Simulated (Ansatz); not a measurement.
**H interstitial in BN**

The calculation used DFT PBE+D3(BJ), scalar-relativistic, plane waves, PAW in Ansatz 0.2.0. Run with 420 eV cutoff, 2×2×2 k-mesh, shifted by half a step, Gaussian smearing of 0.01 eV, collinear spin in charge 0 alone.

Host crystal, relaxed:

```
B N
1.0
     0.00000    3.33948    2.16883
     1.25384    0.00000    2.16883
     1.25384    3.33948    0.00000
B N
1 1
Direct
  0.00011 0.00011 0.99989
  0.66659 0.66659 0.33341
```

Supercell of 48 atoms, rows in host cell vectors: 0 2 -2; 2 0 0; 2 -4 -2. Atoms relax at the host's cell, keeping the symmetry that the supercell leaves at the site. The cell is small, so energies carry finite-size errors of tenths of an eV. The host's Kohn–Sham gap is 3.54 eV.

Defect: H interstitial at (0.312, 0.333, 0.188) of the host cell, charge 0.

**Question.** Give the relaxed supercell.

**Answer.**
```
CELL_PARAMETERS angstrom
0.00000 -6.67896 4.33766
0.00000 6.67896 4.33766
-7.52305 0.00000 -4.33766
ATOMIC_POSITIONS crystal
B 0.70230 0.21314 0.83492
B 0.11378 0.13647 0.83498
B 0.70649 0.20942 0.33490
B 0.12745 0.12267 0.33448
B 0.87187 0.37743 0.16849
B 0.29586 0.28944 0.16907
B 0.03610 0.54694 0.00179
B 0.62645 0.62268 0.83500
B 0.46214 0.45616 0.00260
B 0.20507 0.71146 0.83493
B 0.86920 0.38011 0.66807
B 0.29457 0.28854 0.66742
B 0.03993 0.54293 0.50170
B 0.62797 0.62322 0.33554
B 0.46106 0.45578 0.50168
B 0.20649 0.70945 0.33494
B 0.79439 0.78910 0.16833
B 0.37314 0.87618 0.16815
B 0.96041 0.95463 0.00144
B 0.53950 0.04315 0.00160
B 0.79397 0.78819 0.66858
B 0.37283 0.87645 0.66824
B 0.96184 0.95535 0.50095
B 0.53831 0.04385 0.50136
N 0.03527 0.54764 0.83494
N 0.45941 0.45640 0.83501
N 0.04006 0.54250 0.33499
N 0.46201 0.45608 0.33571
N 0.20545 0.71033 0.16820
N 0.62853 0.62292 0.16906
N 0.37323 0.87607 0.00160
N 0.96015 0.95172 0.83501
N 0.79351 0.78849 0.00168
N 0.53874 0.04388 0.83492
N 0.20655 0.70937 0.66825
N 0.62683 0.62183 0.66834
N 0.37332 0.87579 0.50152
N 0.96134 0.95533 0.33430
N 0.79401 0.79022 0.50211
N 0.53999 0.04245 0.33486
N 0.12691 0.12311 0.16790
N 0.70670 0.20920 0.16831
N 0.29875 0.28959 0.00417
N 0.86853 0.38067 0.00180
N 0.12963 0.12039 0.66583
N 0.70165 0.21376 0.66804
N 0.29449 0.28886 0.50096
N 0.87219 0.37703 0.50164
H 0.01509 0.23709 0.83491
```
Around the defect: 1 B at 1.33 Å. The run ended with a moment of 1.00 μB, which may not be the ground spin state.